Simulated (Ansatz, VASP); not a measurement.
## Two plane-wave programs on Al

```
Al
1.0
    -1.59122    1.59122    1.59122
     1.59122   -1.59122    1.59122
     1.59122    1.59122   -1.59122
Al
1
Cartesian
  0.0000 0.0000 0.0000
```

This isn't the form of Al at room conditions, which is fcc.

Alike in both runs: task single point; functional PBE; k mesh 8 × 8 × 8; occupations gaussian, width 0.1 eV; no spin polarisation.

|  | VASP | Ansatz |
| --- | --- | --- |
| version | VASP 6.6.1 | Ansatz 0.2.0 |
| potentials or method | VASP PAW PBE potentials, release 64 (Al) | scalar-relativistic, plane waves, PAW |
| plane-wave cutoff (eV) | 520 | 420 |
| valence electrons in the cell | 3 | 3 |

|  | VASP | Ansatz | Ansatz less VASP |
| --- | --- | --- | --- |
| gap on the k mesh at the Fermi level (eV) | none | none | - |
| pressure (GPa) | 4.2 | 4.2 | +0.01 |

A gap of «none» marks a metal or a gap that the smearing closes.
